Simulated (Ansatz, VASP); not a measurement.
## C: VASP beside Ansatz

File INCAR:

```
  PREC = Accurate
  ENCUT = 520
  EDIFF = 1E-7
  ISMEAR = -1
  SIGMA = 0.03
  LREAL = False
  LASPH = True
  NELM = 80
  ALGO = Normal
  ISIF = 2
  LWAVE = False
  LCHARG = True
  GGA = PE
  LELF = True
  LVHAR = True
  NBANDS = 8
```

KPOINTS

```
Automatic mesh
0
Gamma
  16 16 16
```

POSCAR

```
C
1.0
   -1.2073085558      1.2073085558      1.2073085558
    1.2073085558     -1.2073085558      1.2073085558
    1.2073085558      1.2073085558     -1.2073085558
C
1
Direct
    0.0000000000      0.0000000000      0.0000000000
```

Input for Ansatz:

```yaml
crystal:
  lattice:
    - [-1.2073085558, 1.2073085558, 1.2073085558]
    - [1.2073085558, -1.2073085558, 1.2073085558]
    - [1.2073085558, 1.2073085558, -1.2073085558]
  atoms:
    - { symbol: C, position: [0.0, 0.0, 0.0] }
kpoints:
  mp_grid: { grid: [16, 16, 16] }
scf:
  occupations: { method: fermi_dirac, width: 0.03 }
hamiltonian:
  xc: pbe
  pseudopotentials: { kind: all_electron, lapw: { basis_error: 0.00025 } }
output:
  forces: true
  stress: true
  eigenvalues: true
```

Change from the starting cell: volume scaled by 1.06.

Alike in both runs: task single point; functional PBE; k mesh 16 × 16 × 16; occupations fermi-dirac, width 0.03 eV; no spin polarisation.

|  | VASP | Ansatz |
| --- | --- | --- |
| version | VASP 6.6.1 | Ansatz 0.2.0 |
| potentials or method | VASP PAW PBE potentials, release 64 (C) | all-electron LAPW, scalar-relativistic |
| plane-wave cutoff (eV) | 520 | see its input |

|  | VASP | Ansatz | Ansatz less VASP |
| --- | --- | --- | --- |
| pressure (GPa) | -8.8 | -8.9 | -0.08 |

Ansatz ran all-electron here, so the differences hold the error of VASP's frozen core and of both bases.
